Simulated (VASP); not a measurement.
# KBr (R-3m) in VASP: a series of runs, part 2 of 2

VASP 6.6.1.

## (3) Single point, PBE

This run uses another cell than the first one, of the same volume but with other edges.

The input, INCAR:

```
PREC = Accurate ; ENCUT = 520
EDIFF = 1E-6 ; ISMEAR = 0
SIGMA = 0.05 ; LREAL = F
LASPH = T ; NELM = 100
ALGO = Fast ; ISIF = 2
LWAVE = F ; LCHARG = F
GGA = PE ; NBANDS = 15
```

The input, KPOINTS:

```
Automatic mesh
0
Gamma
  6 6 6
```

The input, POSCAR:

```
KBr
1.0
    4.2791030442      1.0697757610      1.0697757610
    1.0697757610      4.2791030442      1.0697757610
    1.0697757610      1.0697757610      4.2791030442
K Br
1 1
Direct
    0.0000000000      0.0000000000      0.0000000000
    0.5000000000      0.5000000000      0.5000000000
```

Potentials or basis: VASP PAW PBE potentials, release 64 (K_sv, Br).

Started as:

```console
> cat potpaw_PBE.64/K_sv/POTCAR potpaw_PBE.64/Br/POTCAR > POTCAR
> mpirun -np 1 vasp_std > vasp.out
```

OUTCAR:

```text
PREC = Accurate
   ENCUT = 520
   EDIFF = 1E-6
   ISMEAR = 0
   LREAL = F
   LASPH = T
   NELM = 100
   ISIF = 2
   GGA = PE

 ion  position               nearest neighbor table
   1  0.000  0.000  0.000-   2 3.21   2 3.21   2 3.21   2 3.21   2 3.21   2 3.21
   2  0.500  0.500  0.500-   1 3.21   1 3.21   1 3.21   1 3.21   1 3.21   1 3.21

  LATTYP: Found a face centered cubic cell.
 ALAT       =     6.4186545663

  Lattice vectors:

 A1 = (   4.2791030442,   1.0697757610,   1.0697757610)
 A2 = (   1.0697757610,   4.2791030442,   1.0697757610)
 A3 = (   1.0697757610,   1.0697757610,   4.2791030442)

Analysis of symmetry for initial positions (statically):
=====================================================================
 Subroutine PRICEL returns:
 Original cell was already a primitive cell.

 Routine SETGRP: Setting up the symmetry group for a
 face centered cubic supercell.

 Subroutine GETGRP returns: Found 48 space group operations
 (whereof 48 operations were pure point group operations)
 out of a pool of 48 trial point group operations.

The static configuration has the point symmetry O_h .

Analysis of symmetry for dynamics (positions and initial velocities):
=====================================================================
 Subroutine PRICEL returns:
 Original cell was already a primitive cell.

 Routine SETGRP: Setting up the symmetry group for a
 face centered cubic supercell.

 Subroutine GETGRP returns: Found 48 space group operations
 (whereof 48 operations were pure point group operations)
 out of a pool of 48 trial point group operations.

The dynamic configuration has the point symmetry O_h .

 Subroutine INISYM returns: Found 48 space group operations
 (whereof 48 operations are pure point group operations),
 and found     1 'primitive' translations

----------------------------------------------------------------------------------------

                                     Primitive cell
[... 112 lines left out ...]
   LRPA    =     F    only Hartree local field effects (RPA)
 non-spin polarized calculation
 RMM-DIIS sequential band-by-band and
 Gauss-broadening in eV      SIGMA  =   0.05
  energy-cutoff  :      520.00
  volume of cell :       66.11
 maximum number of plane-waves:      1807
 NGX is ok and might be reduce to    36

 number of electron      16.0000002 magnetization

 Free energy of the ion-electron system (eV)
  ---------------------------------------------------
  ext. energy  EPLUGINS =         0.00000000
  ---------------------------------------------------
  free energy    TOTEN  =        -6.15864005 eV

  energy without entropy =       -6.15864005  energy(sigma->0) =       -6.15864005

 E-fermi :  -1.1748     XC(G=0):  -7.7109

 val. band max:       -1.3858642632   @ k =   0.0000   0.0000   0.0000
 cond. band min:       3.2841909912   @ k =   0.0000   0.0000   0.0000
 fundamental gap:      4.6700552544
 Fermi energy:        -1.1748058984

 k-point     1 :       0.0000    0.0000    0.0000
  band No.  band energies     occupation
      1     -29.0000      2.00000
      2     -13.7894      2.00000
      3     -12.4843      2.00000
      4     -12.4843      2.00000
      5     -12.4843      2.00000
      6      -1.3859      2.00000
      7      -1.3859      2.00000
      8      -1.3859      2.00000
      9       3.2842      0.00000
     10       6.2211      0.00000
     11       6.2211      0.00000
     12       6.2211      0.00000
     13       7.0992      0.00000
     14       7.0992      0.00000
[... 257 lines left out ...]
      2     -13.7548      2.00000
      3     -12.5928      2.00000
      4     -12.5540      2.00000
      5     -12.4077      2.00000
      6      -2.1740      2.00000
      7      -1.9405      2.00000
      8      -1.8876      2.00000
      9       5.1910      0.00000
     10       6.8792      0.00000
     11       7.1190      0.00000
     12       8.1789      0.00000
     13       8.8528      0.00000
     14       9.6809      0.00000
     15      10.3586      0.00000

------------------------ aborting loop because EDIFF is reached ----------------------------------------

  FORCE on cell =-STRESS in cart. coord.  units (eV):
  Direction    XX          YY          ZZ          XY          YZ          ZX
  --------------------------------------------------------------------------------------
  -------------------------------------------------------------------------------------
  Total        1.0237230      1.0237230      1.0237230     -0.0000000     -0.0000000     -0.0000000
  in kB       24.8096732     24.8096732     24.8096732     -0.0000000     -0.0000000     -0.0000000
  external PRESSURE =      24.8096732 kB  Pullay stress =       0.0000000 kB

 VOLUME and BASIS-vectors are now :
 -----------------------------------------------------------------------------
  energy-cutoff  :      520.00
  volume of cell :       66.11
      direct lattice vectors                 reciprocal lattice vectors
     4.279103044  1.069775761  1.069775761     0.259659816 -0.051931963 -0.051931963
     1.069775761  4.279103044  1.069775761    -0.051931963  0.259659816 -0.051931963
     1.069775761  1.069775761  4.279103044    -0.051931963 -0.051931963  0.259659816

 POSITION                                       TOTAL-FORCE (eV/Angst)
 -----------------------------------------------------------------------------------
      0.00000      0.00000      0.00000         0.000000      0.000000      0.000000
      3.20933      3.20933      3.20933        -0.000000     -0.000000     -0.000000
 -----------------------------------------------------------------------------------
    total drift:                                0.000000      0.000000      0.000000

  FREE ENERGIE OF THE ION-ELECTRON SYSTEM (eV)
  ---------------------------------------------------
  free  energy   TOTEN  =        -6.1586400506 eV

  energy  without entropy=       -6.1586400506  energy(sigma->0) =       -6.15864005
```

stdout:

```text
POSCAR found type information on POSCAR K Br
 POSCAR found :  2 types and       2 ions
 scaLAPACK will be used
 LDA part: xc-table for (Slater+PW92), standard interpolation
 POSCAR, INCAR and KPOINTS ok, starting setup
 FFT: planning ... GRIDC
 FFT: planning ... GRID_SOFT
 FFT: planning ... GRID
 WAVECAR not read
 entering main loop
```

It took 20 s on 1 thread of Intel Xeon Platinum 8488C (Sapphire Rapids), shared host; peak memory 0.19 GiB.

Results:

- Free energy: -6.1586 eV
- Pressure: 2.5 GPa
- Band gap on the k mesh: 4.67 eV, direct

## (4) Single point, PBE

This run uses another cell than the first one, of the same volume but with other edges.

The input, INCAR:

```
SYSTEM = KBr
PREC = Accurate
ENCUT = 520
EDIFF = 1E-7
ISMEAR = 0
SIGMA = 0.05
LREAL = .FALSE.
LASPH = .TRUE.
NELM = 80
ALGO = Fast
ISIF = 2
LWAVE = .FALSE.
LCHARG = .FALSE.
GGA = PE
NBANDS = 15
```

The input, KPOINTS:

```
regular mesh
0
G
  6 6 6
  0 0 0
```

The input, POSCAR:

```
KBr
1.0
    4.0987436807      0.4928108238      0.4928108238
    0.4928108238      4.0987436807      0.4928108238
    0.4928108238      0.4928108238      4.0987436807
K Br
1 1
Direct
    0.0000000000      0.0000000000      0.0000000000
    0.5000000000      0.5000000000      0.5000000000
```

Started as:

```console
> cat potpaw_PBE.64/K_sv/POTCAR potpaw_PBE.64/Br/POTCAR > POTCAR
> mpirun -np 1 vasp_std > vasp.out
```

It took 26 s on 1 thread of Intel Xeon Platinum 8488C (Sapphire Rapids), shared host; peak memory 0.18 GiB.

It converged, with:

| Quantity | Value |
| --- | --- |
| Free energy | -6.0907 eV |
| Pressure | 1.4 GPa |
| Band gap on the k mesh | 4.08 eV, direct |

Stress tensor (GPa, compression positive):
```
1.40 0.25 0.25
0.25 1.40 0.25
0.25 0.25 1.40
```

Levels at points of the mesh, in eV from the valence-band top:
```
           k point  band 5  band 6  band 7  band 8  band 9  band 10  band 11  band 12
(0.00, 0.00, 0.00)  -11.76   -0.39   -0.39    0.00    4.08     6.31     6.31     8.61
(0.50, 0.00, 0.00)  -11.46   -1.81   -0.62   -0.20    6.45     7.52     8.01     9.15
(0.50, 0.50, 0.00)  -11.75   -1.36   -1.04   -0.20    5.38     6.73     8.55     8.70
(0.50, 0.50, 0.50)  -11.67   -1.57   -1.20   -1.20    6.44     8.54     8.72     8.72
```
